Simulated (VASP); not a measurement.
# ThSeO: phonons from a supercell, part 3 of 4

How does the lattice of ThSeO vibrate? The start is a cell from a database of measured crystal structures.

VASP 6.6.1; PBEsol; plane waves and PAW (Th, Se, O).

So far. Step 2 (Relax the host): The run ended after 5 ionic steps, 0.082 eV below its first step, once the forces on the free atoms met EDIFFG = -0.02. Step 3 (Tight relaxation): The run ended after 5 ionic steps, 0.000 eV below its first step, once the forces on the free atoms met EDIFFG = -0.002.

## (4) Born charges and dielectric tensor

In a polar insulator long-range dipole fields split longitudinal from transverse optical modes; these two tensors supply that term.

INCAR reads:

```
SYSTEM = ThSeO
PREC = Accurate
ENCUT = 480
EDIFF = 1E-08
NELM = 120
ISMEAR = 0
SIGMA = 0.05
LREAL = .FALSE.
ALGO = Normal
GGA = PS
NBANDS = 30
LASPH = .TRUE.
LWAVE = .FALSE.
LCHARG = .FALSE.
KPAR = 2
LEPSILON = .TRUE.
```

POSCAR reads:

```
ThSeO
1.0
    4.0247247937      0.0000000000      0.0000000000
    0.0000000000      4.0247247937      0.0000000000
    0.0000000000      0.0000000000      7.0764521757
Th Se O
2 2 2
Direct
    0.0000000000      0.5000000000      0.1868272334
    0.5000000000      0.0000000000      0.8131727666
    0.0000000000      0.5000000000      0.6366802646
    0.5000000000      0.0000000000      0.3633197354
    0.0000000000      0.0000000000      0.0000000000
    0.5000000000      0.5000000000      0.0000000000
```

KPOINTS reads:

```
Automatic mesh
0
Gamma
7 7 4
0 0 0
```

Potentials, in the order of the species: Th, Se and O (PBE family, release 64).

The run is started by

```bash
mpirun -np 8 vasp_std
```

Log:

```text
[banner, memory and clock lines left out]
running    8 mpi-ranks, on    1 nodes
 distrk:  each k-point on    4 cores,    2 groups
 distr:  one band on    1 cores,    4 groups

 POSCAR found type information on POSCAR ThSeO
 POSCAR found :  3 types and       6 ions
|                                                                             |
|           W    W    AA    RRRRR   N    N  II  N    N   GGGG   !!!           |
|           W    W   A  A   R    R  NN   N  II  NN   N  G    G  !!!           |
|           W    W  A    A  R    R  N N  N  II  N N  N  G       !!!           |
|           W WW W  AAAAAA  RRRRR   N  N N  II  N  N N  G  GGG   !            |
|           WW  WW  A    A  R   R   N   NN  II  N   NN  G    G                |
|           W    W  A    A  R    R  N    N  II  N    N   GGGG   !!!           |
|                                                                             |
|     For optimal performance we recommend to set                             |
|       NCORE = 2 up to number-of-cores-per-socket                            |
|     NCORE specifies how many cores store one orbital (NPAR=cpu/NCORE).      |
|     This setting can greatly improve the performance of VASP for DFT.       |
|     The default, NCORE=1 might be grossly inefficient on modern             |
|     multi-core architectures or massively parallel machines. Do your        |
|     Unfortunately you need to use the default for GW and RPA                |
|     calculations (for HF NCORE is supported but not extensively tested      |
|     yet).                                                                   |
|                                                                             |

 [... a notice as in an earlier step ...]

 LDA part: xc-table for (Slater+PW92), standard interpolation
|                                                                             |
|           W    W    AA    RRRRR   N    N  II  N    N   GGGG   !!!           |
|           W    W   A  A   R    R  NN   N  II  NN   N  G    G  !!!           |
|           W    W  A    A  R    R  N N  N  II  N N  N  G       !!!           |
|           W WW W  AAAAAA  RRRRR   N  N N  II  N  N N  G  GGG   !            |
|           WW  WW  A    A  R   R   N   NN  II  N   NN  G    G                |
|           W    W  A    A  R    R  N    N  II  N    N   GGGG   !!!           |
|                                                                             |
|     The number of bands has been changed from the values supplied in        |
|     The orbitals not found in the WAVECAR file will be initialized with     |
|     random numbers, which is usually adequate. For correlated               |
|     calculations, however, you should redo the groundstate calculation.     |
|     I found NBANDS = 30. Now, NBANDS = 32.                                  |
|                                                                             |

 POSCAR, INCAR and KPOINTS ok, starting setup
 FFT: planning ... GRIDC
 FFT: planning ... GRID_SOFT
 FFT: planning ... GRID
 WAVECAR not read
 entering main loop
       N       E                     dE             d eps       ncg     rms          rms(c)
DAV:   1     0.495367070604E+03    0.49537E+03   -0.19406E+04  1920   0.133E+03
DAV:   2     0.139883319879E+02   -0.48138E+03   -0.46964E+03  2560   0.341E+02
DAV:   3    -0.562616265236E+02   -0.70250E+02   -0.68992E+02  3096   0.130E+02
DAV:   4    -0.586008193648E+02   -0.23392E+01   -0.23291E+01  2784   0.261E+01
DAV:   5    -0.587418416853E+02   -0.14102E+00   -0.14095E+00  3288   0.528E+00    0.494E+01
DAV:   6    -0.519871257420E+02    0.67547E+01   -0.36592E+01  2408   0.306E+01    0.405E+01
DAV:   7    -0.521642812665E+02   -0.17716E+00   -0.75169E+00  2712   0.158E+01    0.268E+01
DAV:   8    -0.524421019227E+02   -0.27782E+00   -0.32854E+00  2352   0.906E+00    0.101E+01
DAV:   9    -0.521903125073E+02    0.25179E+00   -0.28585E+00  2400   0.825E+00    0.254E+00
DAV:  10    -0.521826745690E+02    0.76379E-02   -0.18900E-01  2456   0.277E+00    0.203E+00
DAV:  11    -0.521744401898E+02    0.82344E-02   -0.41900E-02  2608   0.101E+00    0.643E-01
DAV:  12    -0.521726723804E+02    0.17678E-02   -0.15981E-02  2648   0.630E-01    0.794E-01
DAV:  13    -0.521731694729E+02   -0.49709E-03   -0.77206E-03  3136   0.423E-01    0.581E-01
DAV:  14    -0.521726438578E+02    0.52562E-03   -0.21608E-03  2784   0.248E-01    0.265E-01
DAV:  15    -0.521726444089E+02   -0.55113E-06   -0.18225E-04  2640   0.706E-02    0.111E-01
DAV:  16    -0.521726199795E+02    0.24429E-04   -0.61919E-05  2952   0.376E-02    0.888E-02
DAV:  17    -0.521726160798E+02    0.38997E-05   -0.14289E-05  2608   0.184E-02    0.526E-02
DAV:  18    -0.521726108834E+02    0.51964E-05   -0.22315E-05  3088   0.226E-02    0.225E-02
DAV:  19    -0.521726110220E+02   -0.13851E-06   -0.30370E-06  2824   0.836E-03    0.775E-03
DAV:  20    -0.521726109856E+02    0.36360E-07   -0.30649E-07  3064   0.256E-03    0.253E-03
DAV:  21    -0.521726109944E+02   -0.88166E-08   -0.39953E-08  2528   0.939E-04
   1 F= -.52172611E+02 E0= -.52172611E+02  d E =-.110197E-22
 Linear response reoptimize wavefunctions to high precision
DAV:   1    -0.521726109936E+02    0.80945E-09   -0.37423E-09  1784   0.312E-04
DAV:   2    -0.521726109937E+02   -0.75943E-10   -0.90072E-10  1608   0.193E-04
 Linear response G [H, r] |phi>, progress :
  Direction:   1
       N       E                     dE             d eps       ncg     rms
RMM:   1    -0.153121995536E+03   -0.15312E+03    0.20031E+03  4588   0.161E+02
RMM:   2    -0.165439463431E+03   -0.12317E+02   -0.11794E+02  3866   0.448E+01
RMM:   3    -0.170085729598E+03   -0.46463E+01   -0.26500E+01  4390   0.132E+01
RMM:   4    -0.170926076971E+03   -0.84035E+00   -0.53851E+00  4824   0.573E+00
RMM:   5    -0.171154395521E+03   -0.22832E+00   -0.18557E+00  4804   0.278E+00
RMM:   6    -0.171207425561E+03   -0.53030E-01   -0.49313E-01  4895   0.142E+00
RMM:   7    -0.171226434082E+03   -0.19009E-01   -0.24322E-01  4936   0.811E-01
RMM:   8    -0.171231540245E+03   -0.51062E-02   -0.76128E-02  4991   0.481E-01
RMM:   9    -0.171234754007E+03   -0.32138E-02   -0.53088E-02  4933   0.303E-01
RMM:  10    -0.171235874178E+03   -0.11202E-02   -0.26253E-02  4859   0.200E-01
RMM:  11    -0.171236588801E+03   -0.71462E-03   -0.19350E-02  4773   0.141E-01
RMM:  12    -0.171236943968E+03   -0.35517E-03   -0.11191E-02  4747   0.104E-01
RMM:  13    -0.171237143626E+03   -0.19966E-03   -0.57274E-03  4676   0.817E-02
RMM:  14    -0.171237264128E+03   -0.12050E-03   -0.61419E-03  4613   0.672E-02
RMM:  15    -0.171237325131E+03   -0.61003E-04   -0.38338E-03  4579   0.585E-02
[...]
RMM:  11    -0.265286930910E+01    0.82914E-02   -0.12079E-03  6009   0.105E-01    0.720E-02
RMM:  12    -0.265162120857E+01    0.12481E-02   -0.63323E-04  6587   0.366E-02    0.149E-01
RMM:  13    -0.265417627941E+01   -0.25551E-02   -0.41909E-04  6359   0.357E-02    0.303E-02
RMM:  14    -0.265464307484E+01   -0.46680E-03   -0.32161E-04  7377   0.142E-02    0.119E-02
RMM:  15    -0.265465406588E+01   -0.10991E-04   -0.20579E-04  7588   0.795E-03    0.132E-02
RMM:  16    -0.265482198236E+01   -0.16792E-03   -0.15032E-04  7274   0.644E-03    0.727E-03
RMM:  17    -0.265485763481E+01   -0.35652E-04   -0.11208E-04  7672   0.482E-03    0.631E-03
RMM:  18    -0.265521143874E+01   -0.35380E-03   -0.73364E-05  6528   0.702E-03    0.987E-03
RMM:  19    -0.265503856026E+01    0.17288E-03   -0.63188E-05  6619   0.506E-03    0.165E-03
RMM:  20    -0.265501822915E+01    0.20331E-04   -0.45727E-05  7049   0.386E-03    0.666E-04
RMM:  21    -0.265503294020E+01   -0.14711E-04   -0.39525E-05  7207   0.370E-03    0.992E-04
RMM:  22    -0.265503617091E+01   -0.32307E-05   -0.31331E-05  7303   0.358E-03    0.993E-04
RMM:  23    -0.265502392114E+01    0.12250E-04   -0.28125E-05  6987   0.359E-03    0.351E-04
RMM:  24    -0.265502002246E+01    0.38987E-05   -0.23066E-05  7015   0.355E-03    0.471E-05
RMM:  25    -0.265501719451E+01    0.28280E-05   -0.20900E-05  6845   0.352E-03    0.130E-04
RMM:  26    -0.265501831833E+01   -0.11238E-05   -0.17505E-05  6330   0.351E-03    0.111E-04
RMM:  27    -0.265501986903E+01   -0.15507E-05   -0.15937E-05  6422   0.351E-03    0.546E-05
RMM:  28    -0.265502007945E+01   -0.21042E-06   -0.14036E-05  6293   0.350E-03    0.569E-05
RMM:  29    -0.265502005754E+01    0.21905E-07   -0.12763E-05  6282   0.350E-03    0.675E-05
RMM:  30    -0.265502022033E+01   -0.16279E-06   -0.11947E-05  6319   0.350E-03    0.597E-05
 change of polarisation eV/A/(eV/A) component  1 :     4.993    -0.187    -0.062
 dielectric tensor                  component  1 :     8.881    -0.296    -0.098
 Linear response to external field, progress :
  Direction:   2
       N       E                     dE             d eps       ncg     rms          rms(c)
RMM:   1    -0.250860333251E+01   -0.25086E+01   -0.12014E+01  6186   0.695E+00
RMM:   2    -0.259461391474E+01   -0.86011E-01   -0.48376E-01  6239   0.246E+00    0.328E+00
RMM:   3    -0.253247215405E+01    0.62142E-01   -0.31981E-01  6750   0.165E+00    0.196E+00
RMM:   4    -0.261009472347E+01   -0.77623E-01   -0.20622E-01  6645   0.151E+00    0.371E-01
RMM:   5    -0.263793853516E+01   -0.27844E-01   -0.64524E-02  7580   0.615E-01    0.212E-01
RMM:   6    -0.264580823148E+01   -0.78697E-02   -0.18619E-02  7797   0.271E-01    0.222E-01
RMM:   7    -0.264661166056E+01   -0.80343E-03   -0.52728E-03  7813   0.116E-01    0.245E-01
RMM:   8    -0.264707995452E+01   -0.46829E-03   -0.33635E-03  7080   0.882E-02    0.297E-01
RMM:   9    -0.264332960378E+01    0.37504E-02   -0.22422E-03  6646   0.812E-02    0.552E-01
RMM:  10    -0.265520303351E+01   -0.11873E-01   -0.18139E-03  6034   0.162E-01    0.500E-02
RMM:  11    -0.265187254959E+01    0.33305E-02   -0.11837E-03  6470   0.542E-02    0.120E-01
RMM:  12    -0.265170455939E+01    0.16799E-03   -0.61601E-04  7557   0.223E-02    0.147E-01
RMM:  13    -0.265354585802E+01   -0.18413E-02   -0.39687E-04  6414   0.276E-02    0.628E-02
RMM:  14    -0.265435096442E+01   -0.80511E-03   -0.25235E-04  7090   0.162E-02    0.260E-02
RMM:  15    -0.265434463215E+01    0.63323E-05   -0.18634E-04  7678   0.799E-03    0.283E-02
RMM:  16    -0.265499789821E+01   -0.65327E-03   -0.11043E-04  6528   0.112E-02    0.128E-03
RMM:  17    -0.265499302104E+01    0.48772E-05   -0.10229E-04  7458   0.531E-03    0.383E-04
RMM:  18    -0.265503196867E+01   -0.38948E-04   -0.57210E-05  7527   0.453E-03    0.147E-03
RMM:  19    -0.265501732076E+01    0.14648E-04   -0.53581E-05  7428   0.404E-03    0.470E-04
RMM:  20    -0.265502873083E+01   -0.11410E-04   -0.34765E-05  7470   0.382E-03    0.782E-04
RMM:  21    -0.265503070904E+01   -0.19782E-05   -0.30896E-05  7394   0.369E-03    0.755E-04
RMM:  22    -0.265499609698E+01    0.34612E-04   -0.22376E-05  6985   0.375E-03    0.884E-04
RMM:  23    -0.265499611104E+01   -0.14056E-07   -0.19726E-05  6667   0.358E-03    0.945E-04
RMM:  24    -0.265499428176E+01    0.18293E-05   -0.16416E-05  6552   0.355E-03    0.106E-03
RMM:  25    -0.265500122458E+01   -0.69428E-05   -0.15571E-05  6890   0.356E-03    0.757E-04
RMM:  26    -0.265501041291E+01   -0.91883E-05   -0.14043E-05  7085   0.356E-03    0.373E-04
RMM:  27    -0.265501030030E+01    0.11262E-06   -0.13530E-05  6509   0.353E-03    0.375E-04
RMM:  28    -0.265501120784E+01   -0.90755E-06   -0.12700E-05  6622   0.352E-03    0.334E-04
RMM:  29    -0.265501148949E+01   -0.28165E-06   -0.12128E-05  6744   0.352E-03    0.313E-04
 change of polarisation eV/A/(eV/A) component  2 :    -0.185     4.993     0.005
 dielectric tensor                  component  2 :    -0.292     8.881     0.008
 Linear response to external field, progress :
  Direction:   3
       N       E                     dE             d eps       ncg     rms          rms(c)
RMM:   1    -0.226751230611E+01   -0.22675E+01   -0.10309E+01  3869   0.677E+00
RMM:   2    -0.231226548005E+01   -0.44753E-01   -0.42082E-01  3690   0.233E+00    0.451E+00
RMM:   3    -0.221791096224E+01    0.94355E-01   -0.43257E-01  4021   0.196E+00    0.154E+00
RMM:   4    -0.225555106491E+01   -0.37640E-01   -0.15759E-01  4370   0.108E+00    0.698E-01
RMM:   5    -0.230644688662E+01   -0.50896E-01   -0.44073E-02  4331   0.624E-01    0.521E-01
RMM:   6    -0.232584361086E+01   -0.19397E-01   -0.22670E-02  4596   0.327E-01    0.286E-01
RMM:   7    -0.232875660808E+01   -0.29130E-02   -0.12162E-02  4488   0.202E-01    0.978E-02
RMM:   8    -0.233062135415E+01   -0.18647E-02   -0.75546E-03  4743   0.107E-01    0.137E-01
RMM:   9    -0.233008637817E+01    0.53498E-03   -0.54136E-03  4672   0.632E-02    0.127E-02
RMM:  10    -0.232990192949E+01    0.18445E-03   -0.35753E-03  4975   0.347E-02    0.251E-02
RMM:  11    -0.233000626022E+01   -0.10433E-03   -0.22723E-03  4816   0.197E-02    0.843E-03
RMM:  12    -0.232988874192E+01    0.11752E-03   -0.14724E-03  4922   0.124E-02    0.149E-02
RMM:  13    -0.232988725483E+01    0.14871E-05   -0.10352E-03  4791   0.874E-03    0.116E-02
RMM:  14    -0.232941223219E+01    0.47502E-03   -0.45049E-04  3983   0.106E-02    0.323E-02
RMM:  15    -0.232985189356E+01   -0.43966E-03   -0.44159E-04  3950   0.112E-02    0.884E-03
RMM:  16    -0.232984249823E+01    0.93953E-05   -0.26697E-04  4386   0.548E-03    0.792E-03
RMM:  17    -0.232986479732E+01   -0.22299E-04   -0.31095E-04  4595   0.460E-03    0.695E-03
RMM:  18    -0.232986926939E+01   -0.44721E-05   -0.21800E-04  4544   0.427E-03    0.579E-03
RMM:  19    -0.232988150107E+01   -0.12232E-04   -0.13240E-04  4380   0.422E-03    0.350E-03
RMM:  20    -0.232988999934E+01   -0.84983E-05   -0.89170E-05  4563   0.402E-03    0.257E-03
RMM:  21    -0.232987870576E+01    0.11294E-04   -0.49705E-05  4535   0.391E-03    0.104E-03
RMM:  22    -0.232986910123E+01    0.96045E-05   -0.13628E-05  4656   0.385E-03    0.643E-04
RMM:  23    -0.232986822400E+01    0.87723E-06    0.68828E-06  4536   0.382E-03    0.195E-04
RMM:  24    -0.232986548655E+01    0.27374E-05    0.21546E-05  4475   0.380E-03    0.179E-04
RMM:  25    -0.232986735464E+01   -0.18681E-05    0.26329E-05  4339   0.379E-03    0.858E-05
RMM:  26    -0.232986752133E+01   -0.16669E-06    0.26856E-05  4187   0.378E-03    0.853E-05
RMM:  27    -0.232986781226E+01   -0.29093E-06    0.24030E-05  4071   0.378E-03    0.990E-05
RMM:  28    -0.232986868096E+01   -0.86870E-06    0.21523E-05  4213   0.378E-03    0.678E-05
RMM:  29    -0.232986909955E+01   -0.41859E-06    0.19173E-05  4073   0.378E-03    0.625E-05
RMM:  30    -0.232986853730E+01    0.56225E-06    0.25124E-05  4068   0.378E-03    0.626E-05
RMM:  31    -0.232986782467E+01    0.71263E-06    0.33560E-05  4057   0.378E-03    0.616E-05
 change of polarisation eV/A/(eV/A) component  3 :    -0.035     0.053     4.379
 dielectric tensor                  component  3 :    -0.055     0.084     7.912
 Born effective charges drift removed
```

Elapsed: 9.9 min, on 8 MPI ranks of Intel Xeon Platinum 8375C at 2.90GHz (Ice Lake), shared host; peak memory 2.4 GiB; 78 min of CPU time.

OUTCAR, selected parts (step 4):

```text
  LATTYP: Found a simple tetragonal cell.
 ALAT       =     4.0247247937
 C/A-ratio  =     1.7582449828

 Found     30 irreducible k-points:

   k-points           NKPTS =     30   k-points in BZ     NKDIM =     30   number of bands    NBANDS=     32

   ENCUT  =  480.0 eV  35.28 Ry    5.94 a.u.   7.19  7.19 12.64*2*pi/ulx,y,z

   NELECT =      48.0000    total number of electrons

  Total       -2.2341757     -2.2341757     -2.2353280      0.0000000      0.0000000      0.0000000
  in kB      -31.2276967    -31.2276967    -31.2438028      0.0000000      0.0000000      0.0000000
  external PRESSURE =     -31.2330654 kB  Pullay stress =       0.0000000 kB

  energy-cutoff  :      480.00
  volume of cell :      114.63
      direct lattice vectors                 reciprocal lattice vectors
     4.024724794  0.000000000  0.000000000     0.248464194  0.000000000  0.000000000
     0.000000000  4.024724794  0.000000000     0.000000000  0.248464194  0.000000000
     0.000000000  0.000000000  7.076452176     0.000000000  0.000000000  0.141313751

 POSITION                                       TOTAL-FORCE (eV/Angst)
 -----------------------------------------------------------------------------------
      0.00000      2.01236      1.32207         0.000000     -0.000000     -0.000347
      2.01236      0.00000      5.75438         0.000000      0.000000      0.000347
      0.00000      2.01236      4.50544         0.000000     -0.000000      0.001561
      2.01236      0.00000      2.57101         0.000000      0.000000     -0.001561
      0.00000      0.00000      0.00000         0.000000     -0.000000      0.000000
      2.01236      2.01236      0.00000         0.000000      0.000000      0.000000
 -----------------------------------------------------------------------------------
    total drift:                                0.000000      0.000000     -0.000000

 MACROSCOPIC STATIC DIELECTRIC TENSOR (including local field effects in DFT)
 ------------------------------------------------------
           8.881442     0.000000    -0.000000
           0.000000     8.881442     0.000000
           0.000000     0.000000     7.912337
 ------------------------------------------------------

 PIEZOELECTRIC TENSOR (including local field effects)  for field in x, y, z        (C/m^2)
          XX          YY          ZZ          XY          YZ          ZX
  --------------------------------------------------------------------------------
  x     0.00000     0.00000     0.00000     0.00000     0.00000     0.00000
  y    -0.00000    -0.00000     0.00000     0.00000     0.00000     0.00000
  z     0.00000     0.00000     0.00000     0.00000     0.00000     0.00000

 BORN EFFECTIVE CHARGES (including local field effects) (in |e|, cummulative output)
 ---------------------------------------------------------------------------------
 ion    1
    1     5.88817     0.00000     0.00000
    2     0.00000     5.88817     0.00000
    3     0.00000     0.00000     5.84213
 ion    2
    1     5.88817     0.00000     0.00000
    2     0.00000     5.88817     0.00000
    3     0.00000     0.00000     5.84213
 ion    3
    1    -2.73342     0.00000     0.00000
    2     0.00000    -2.73342     0.00000
    3     0.00000     0.00000    -1.97528
 ion    4
    1    -2.73342     0.00000     0.00000
    2     0.00000    -2.73342     0.00000
    3     0.00000     0.00000    -1.97528
 ion    5
    1    -3.15475     0.00000    -0.00000
    2     0.00000    -3.15475    -0.00000
    3     0.00000     0.00000    -3.86686
 ion    6
    1    -3.15475     0.00000     0.00000
    2     0.00000    -3.15475     0.00000
    3     0.00000     0.00000    -3.86686

[... 4 parts as in an earlier step ...]

[... 2 further parts left out ...]
```

Energies printed during the response cycles are not total energies of the cell. With a direct gap this small, the dielectric response converges slowly with the mesh, so tensor and charges are uncertain; a mesh that holds the point of the least gap tends to give too large a tensor.

Numbers from this step:

```yaml
fermi_energy: 6.657 eV
pressure: -3.123 GPa
```

Electronic dielectric tensor with local fields:

```
8.88 0.00 0.00
0.00 8.88 0.00
0.00 0.00 7.91
```

Born effective charge (e), principal values of the symmetric part by kind of site:

| atom | atoms with these values | low | middle | high | mean |
| --- | --- | --- | --- | --- | --- |
| Th1 | 2 | 5.84 | 5.89 | 5.89 | 5.87 |
| Se3 | 2 | -2.73 | -2.73 | -1.98 | -2.48 |
| O5 | 2 | -3.87 | -3.15 | -3.15 | -3.39 |

In full for Th1:

```
5.89 0.00 0.00
0.00 5.89 0.00
0.00 0.00 5.84
```

(Continued in part 4 of 4.)

[Lines on the potential files, build, host, timing and source positions are cut from VASP's logs without a mark.]

[Logs are printed without paths, hosts, clocks, repeated set-up lines and the standing remarks that a program may print on its own settings, such as how far it seeks lower states.]

[Hosts, paths, dates, database ids (printed as entryN), source tags and the programs' standing remarks are cut or masked in the printed files.]

[Runs that stopped without an error message from VASP are left out.]
